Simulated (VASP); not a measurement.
Write the native input for VASP 6.6.1 that does the following.

| Item | Value |
| --- | --- |
| Task | relaxation of cell and atoms |
| Functional | PBE |
| Potentials or basis | VASP PAW PBE potentials, release 64 (Ga_d, N) |
| Cutoff | 600 eV |
| k mesh | 11 × 11 × 6 |
| Occupations | gaussian, width 0.02 eV |
| Spin | no spin polarisation |
| Further INCAR settings | ALGO = Fast; EDIFF = 1e-06; IBRION = 2; EDIFFG = -0.005; NSW = 80; ISIF = 3 |

The structure of GaN lies in POSCAR:

```
GaN                                     
1.0
    3.2179334274      0.0000000000      0.0000000000
   -1.6089667137      2.7868120575      0.0000000000
   -0.0000000000      0.0000000000      5.2426212727
  Ga              N             
     2     2
Direct
     0.6666666699999979    0.3333333300000021    0.4991180236913055
     0.3333333300000021    0.6666666699999979    0.9991180236913055
     0.6666666699999979    0.3333333300000021    0.8758819763086945
     0.3333333300000021    0.6666666699999979    0.3758819763086945
```

The cell is a database's computed one.

These files were run (other wordings do the same):

INCAR

```
  PREC = Accurate
  ENCUT = 600
  EDIFF = 1E-6
  ISMEAR = 0
  SIGMA = 0.02
  LREAL = False
  LASPH = True
  NELM = 120
  ALGO = Fast
  ISIF = 3
  LWAVE = False
  LCHARG = False
  GGA = PE
  IBRION = 2
  NSW = 80
  EDIFFG = -0.005
  KPAR = 4
```

KPOINTS

```
Automatic mesh
0
Gamma
  11 11 6
```

Potentials or basis: VASP PAW PBE potentials, release 64 (Ga_d, N).

Command:

```sh
$ cat potpaw_PBE.64/Ga_d/POTCAR potpaw_PBE.64/N/POTCAR > POTCAR
$ mpirun -np 4 vasp_std > vasp.out
```

Results of the run:

```json
{"Relaxed volume": "11.75 Å³/atom", "Relaxed cell": "a = 3.217 Å, b = 3.217 Å, c = 5.242 Å, α = 90.00°, β = 90.00°, γ = 120.00°", "Space group after relaxing (to 0.05 Å)": "P6_3mc (No. 186)", "Energy gained by relaxing": "0.0 meV/atom", "Ionic steps": "4", "Pressure after relaxing": "0.0 GPa", "Band gap on the k mesh": "1.72 eV, direct"}
```

Run time: 54 s on 4 MPI ranks on Intel(R) Xeon(R) Platinum 8488C (Sapphire Rapids) (shared host), peak memory 0.23 GiB a rank.
